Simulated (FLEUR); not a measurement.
BaTiO3:

```xyz
5
Lattice="3.9998 0.0000 0.0000 0.0000 3.9998 0.0000 0.0000 0.0000 4.0180" Properties=species:S:1:pos:R:3 pbc="T T T"
Ba    0.0000    0.0000    0.0000
Ti    1.9999    1.9999    1.9688
O     0.0000    1.9999    2.0773
O     1.9999    0.0000    2.0773
O     1.9999    1.9999    0.0763
```

Base run:

| Item | Value |
| --- | --- |
| Program | FLEUR MaX-R8.1 (later development tree) |
| Functional | revPBE |
| Potentials or basis | all-electron |
| Basis | FLAPW |
| Kmax | 5.21 1/bohr |
| k mesh | 7 × 7 × 7 |
| Occupations | fermi-dirac, width 0.05 eV |
| Spin | no spin polarisation |

Its results: band gap on the k mesh 1.95 eV, indirect (least direct gap 2.11 eV).

Q: The run is repeated on the same cell with these changes: functional from revPBE to LDA (Wigner correlation). What comes out?

A: Band gap on the k mesh 1.85 eV, indirect (least direct gap 1.99 eV).

Caveats: spin-orbit coupling is left out, which moves the levels of the heavy elements; the mesh misses the band edges, which the band path finds closer together.
